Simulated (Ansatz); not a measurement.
Computed with DFT PBE, scalar-relativistic, plane waves, PAW (Ansatz). Settings: cutoff 420 eV, Γ-centred meshes spaced at most about 0.3 Å⁻¹, and about 0.25 Å⁻¹ or finer for metals (2π included), Gaussian smearing. No spin polarisation.

All energies are static (0 K, no zero-point motion).

Problem. Order these relaxed structures of Zr2B3 by energy, lowest first, with the energy over the lowest of them.
1.

```cif
data_structure
_symmetry_space_group_name_H-M 'P-3m1'
_symmetry_Int_Tables_number 164
_cell_length_a 3.9729
_cell_length_b 3.9729
_cell_length_c 4.9698
_cell_angle_alpha 90.000
_cell_angle_beta 90.000
_cell_angle_gamma 120.000
_cell_volume 67.93
loop_
_atom_site_label
_atom_site_type_symbol
_atom_site_symmetry_multiplicity
_atom_site_Wyckoff_symbol
_atom_site_fract_x
_atom_site_fract_y
_atom_site_fract_z
_atom_site_occupancy
Zr1 Zr 2 d 0.33333 0.66667 0.24849 1
B1 B 1 a 0.00000 0.00000 0.00000 1
B2 B 2 d 0.33333 0.66667 0.73999 1
```

2.

```cif
data_structure
_symmetry_space_group_name_H-M 'P-1'
_symmetry_Int_Tables_number 2
_cell_length_a 3.6935
_cell_length_b 4.9061
_cell_length_c 7.3032
_cell_angle_alpha 91.514
_cell_angle_beta 97.993
_cell_angle_gamma 109.400
_cell_volume 123.24
loop_
_atom_site_label
_atom_site_type_symbol
_atom_site_symmetry_multiplicity
_atom_site_Wyckoff_symbol
_atom_site_fract_x
_atom_site_fract_y
_atom_site_fract_z
_atom_site_occupancy
Zr1 Zr 2 i 0.78667 0.68317 0.64958 1
Zr2 Zr 2 i 0.90839 0.72794 0.11730 1
B1 B 2 i 0.71534 0.15644 0.53035 1
B2 B 2 i 0.58621 0.12098 0.10387 1
B3 B 2 i 0.43242 0.04727 0.68737 1
```

Solution. 2 (0 meV/atom), 1 (742 meV/atom). Forms: cell 2 P-1; cell 1 P-3m1. Counting B atoms around Zr (those within 1.25 times the shortest such distance or 1.15 times the sum of covalent radii, 1.27 where that leaves under three; a slash parts the counts of unlike sites): cell 2 has Zr 8/10; cell 1 has Zr 8. Cell 2 holds B–B chains (shortest 1.64 Å); in cell 1 the shortest B–B distance is 2.63 Å. Origin: cell 1, invented; cell 2, invented, then shaken at random and relaxed again. Shaken at random and relaxed again, cell 1 falls into cell 2, 0.74 eV/atom lower, so it is a saddle point or a shallow minimum.

Cells without such a test can be saddle points. Some types were kept out of the candidates beforehand, so the set may lack a known form.
